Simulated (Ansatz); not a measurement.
**Pb in Ansatz: the effect of functional**

Pb:

```xyz
2
Lattice="2.9975 -1.7267 0.0000 2.9975 1.7267 0.0000 -2.0869 0.0000 6.0128" Properties=species:S:1:pos:R:3 pbc="T T T"
Pb    3.9309    0.0000    4.3671
Pb   -0.0227    0.0000    1.6458
```

This isn't the form of Pb at room conditions, which is fcc.

The cell isn't the ideal one: volume scaled by 0.96.

Alike in all runs:

| Quantity | Value |
| --- | --- |
| Program | Ansatz 0.2.0 |
| Task | single point |
| Potentials or basis | Ansatz PAW |
| k mesh | 9 × 9 × 5 |
| Occupations | fermi-dirac, width 0.05 eV |
| Spin | no spin polarisation |

```tsv
functional	cutoff	pressure (GPa)	largest force (eV/Å)
LDA	420 eV (not typed: the program's choice for these potentials)	?	?
PBEsol	420 eV (not typed: the program's choice for these potentials)	-0.1	0.07
r2SCAN	500 eV (not typed: the program's choice for these potentials)	1.5	0.08
```

**Question.** What does the run with functional LDA give?

**Answer.** Pressure -1.6 GPa; largest force 0.11 eV/Å.

Caveats: the PAW data sets come from PBE, with cores solved anew for the run's functional, which leaves a small shift of forces and pressure.

Runs at the PBE level aren't shown here.
